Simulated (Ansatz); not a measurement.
Input of an Ansatz 0.2.0 run:

Contents of input.yaml:

```yaml
crystal:
  lattice:
    - [3.1829541699, 0.0, 0.0]
    - [-1.591477085, 2.7565191702, 0.0]
    - [0.0, 0.0, 28.53221786]
  atoms:
    - { symbol: W, position: [0.6666666667, 0.3333333333, 0.43436168] }
    - { symbol: W, position: [0.6666666667, 0.3333333333, 0.88553378] }
    - { symbol: W, position: [0.0, 0.0, 0.65928643] }
    - { symbol: S, position: [0.6666666667, 0.3333333333, 0.60462521] }
    - { symbol: S, position: [0.0, 0.0, 0.37971025] }
    - { symbol: S, position: [0.0, 0.0, 0.83084828] }
    - { symbol: S, position: [0.6666666667, 0.3333333333, 0.71395221] }
    - { symbol: S, position: [0.0, 0.0, 0.48903042] }
    - { symbol: S, position: [0.0, 0.0, 0.94018573] }
hamiltonian:
  xc: r2scan
  pseudopotentials: { kind: paw }
kpoints:
  mp_grid: { grid: [10, 10, 1] }
  band_path:
    path:
      - [[0.0, 0.0, 0.0], [0.5, 0.0, 0.0], [0.3333333333, 0.3333333333, 0.0], [0.0, 0.0, 0.0], [0.0, 0.0, 0.5], [0.5, 0.0, 0.5], [0.3333333333, 0.3333333333, 0.5], [0.0, 0.0, 0.5]]
      - [[0.5, 0.0, 0.5], [0.5, 0.0, 0.0]]
      - [[0.3333333333, 0.3333333333, 0.0], [0.3333333333, 0.3333333333, 0.5]]
    npoints: 10
scf:
  occupations: { method: fermi_dirac, width: 0.05 }
  n_extra_bands: 22
output:
  forces: true
  stress: true
  eigenvalues: true
  fatbands: false
  write_density: true
  write_potential: true
  elf: true
  volumetric_format: npy
```

Potentials or basis: Ansatz PAW.

Launch:

```bash
$ ansatz run input.yaml --threads 4 --pin off --max-ram 11264MiB --backend cpu --events-out ev --progress --plain --runs-dir out
```

Task: What does it give for the band gap on the k mesh?

Result: 1.59 eV, indirect (least direct gap 2.24 eV).

Task: What does it give for the largest force?

Result: 0.036 eV/Å.

Task: Predict the band gap along the path.

Result: 1.43 eV, indirect (least direct gap 1.88 eV).

Levels at the corners of the path, in eV from the valence-band top:
```csv
point,band 36,band 37,band 38,band 39,band 40,band 41,band 42,band 43
Γ,-2.06,-0.71,-0.32,0.00,2.60,2.60,2.60,2.60
M,-1.86,-1.49,-1.44,-1.41,2.51,2.52,2.53,2.92
K,-2.94,-0.54,-0.49,-0.45,1.43,1.43,1.43,2.79
Γ,-2.06,-0.71,-0.32,0.00,2.60,2.60,2.60,2.60
A,-2.06,-0.71,-0.32,0.00,2.60,2.60,2.60,2.60
L,-1.86,-1.49,-1.44,-1.41,2.51,2.52,2.53,2.92
H,-2.94,-0.54,-0.49,-0.45,1.43,1.43,1.43,2.79
A,-2.06,-0.71,-0.32,0.00,2.60,2.60,2.60,2.60
L,-1.86,-1.49,-1.44,-1.41,2.51,2.52,2.53,2.92
M,-1.86,-1.49,-1.44,-1.41,2.51,2.52,2.53,2.92
K,-2.94,-0.54,-0.49,-0.45,1.43,1.43,1.43,2.79
H,-2.94,-0.54,-0.49,-0.45,1.43,1.43,1.43,2.79
```

Caveat: the k mesh misses the band edges, so the gap on the mesh is wider than the one along the path; spin-orbit coupling is left out, which moves the levels of the heavy elements; the PAW data sets come from PBE, with cores solved anew for the run's functional, which leaves a small shift of forces and pressure. r2SCAN opens gaps a little over a GGA but as a rule still falls short of measured ones.
